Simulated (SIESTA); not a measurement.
## GaAs under changes of volume

One of the cells (22.590 Å³/atom); the others are scaled copies at fixed shape and fractional positions:

```
As Ga
1.0
     0.00000    2.82685    2.82685
     2.82685    0.00000    2.82685
     2.82685    2.82685    0.00000
As Ga
1 1
Direct
  0.75000 0.75000 0.75000
  0.00000 0.00000 0.00000
```

| Item | Value |
| --- | --- |
| Program | SIESTA 5.4.2 |
| Functional | LDA |
| Potentials or basis | PseudoDojo 0.4 standard (LDA files) |
| Basis | DZP (energy shift 0.003 Ry; two zetas on semicore shells) |
| Grid cutoff | 800 Ry |
| Energy shift | 0.003 Ry |
| k mesh | 8 × 8 × 8 |
| Occupations | fermi-dirac, width 0.05 eV |
| Spin | no spin polarisation |

```tsv
volume (Å³/atom)	energy over the lowest point (meV/atom)	pressure (GPa)	gap on the mesh (eV)
21.234	10.29	3.7	0.95
21.686	?	?	?
22.138	0.00	0.1	0.59
22.590	1.91	-1.4	0.42
23.041	7.88	-2.7	0.26
23.493	17.44	-3.9	0.11
23.945	30.02	-4.9	none
```

**Question.** What does the run at 21.686 Å³/atom give?

**Answer.** Energy over the lowest point 2.61 meV/atom; pressure 1.8 GPa; gap on the mesh 0.76 eV.

Worked out: A Birch-Murnaghan fit of order 3 (a polynomial in V^(-2/3)) to the other rows has its minimum at 22.16 Å³/atom with B0 = V·E''(V) = 78 GPa and B' = 5.1. It gives 2.56 meV/atom at 21.686 Å³/atom, against the run's 2.61, and -dE/dV = 1.8 GPa, against 1.8.

Energies are extrapolated to zero smearing.

Caveats: the basis of atomic orbitals isn't converged, which shifts pressures, moduli and gaps.

A mesh can miss the band edges. Spin-orbit coupling on As, Ga is left out.

A gap of «none» marks a metal or a gap under the smearing width.
